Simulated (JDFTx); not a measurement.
## MnO under changes of volume

One of the cells (10.999 Å³/atom); the others are scaled copies at fixed shape and fractional positions:

```
CELL_PARAMETERS angstrom
0.00000 2.22391 2.22391
2.22391 0.00000 2.22391
2.22391 2.22391 0.00000
ATOMIC_POSITIONS crystal
Mn 0.00000 0.00000 0.00000
O 0.50000 0.50000 0.50000
```

The cell is a database's computed one.

- Program: JDFTx 1.7.0 (patched build)
- Functional: PBEsol
- Potentials or basis: PseudoDojo-SR-PBEsol-0.4.1-standard with smoothed tails
- Cutoff: 1306 eV
- Density cutoff: 10449 eV
- k mesh: 10 × 10 × 10
- Occupations: fermi-dirac, width 0.05 eV
- Spin: collinear spin, ferromagnetic start
- Starting moments: [4.0, 0.0] μB

```tsv
volume (Å³/atom)	energy over the lowest point (meV/atom)	pressure (GPa)	moment (μB per cell)
10.339	0.00	-0.9	4.61
10.559	2.65	-2.8	4.69
10.779	6.95	-4.4	4.77
10.999	14.11	-6.8	4.80
11.219	25.07	-9.1	4.82
11.439	38.68	-10.8	4.86
11.659	?	?	?
```

Q: What does the run at 11.659 Å³/atom give?

A: Energy over the lowest point 54.17 meV/atom; pressure -12.2 GPa; moment 4.91 μB per cell.

Worked out: A Birch-Murnaghan fit of order 3 (a polynomial in V^(-2/3)) to the other rows has no minimum within the range. It gives 56.51 meV/atom at 11.659 Å³/atom, against the run's 54.17, and -dE/dV = -14.3 GPa, against -12.2. A parabola through the other rows of the moment, of slope -0.0331 μB per Å³/atom there, extrapolates to 4.85 μB, against the run's 4.91. The fit is too stiff a form for this range.

Energies are extrapolated to zero smearing.

Caveats: a cell with one magnetic atom can't hold antiferromagnetic order, which such compounds often take.
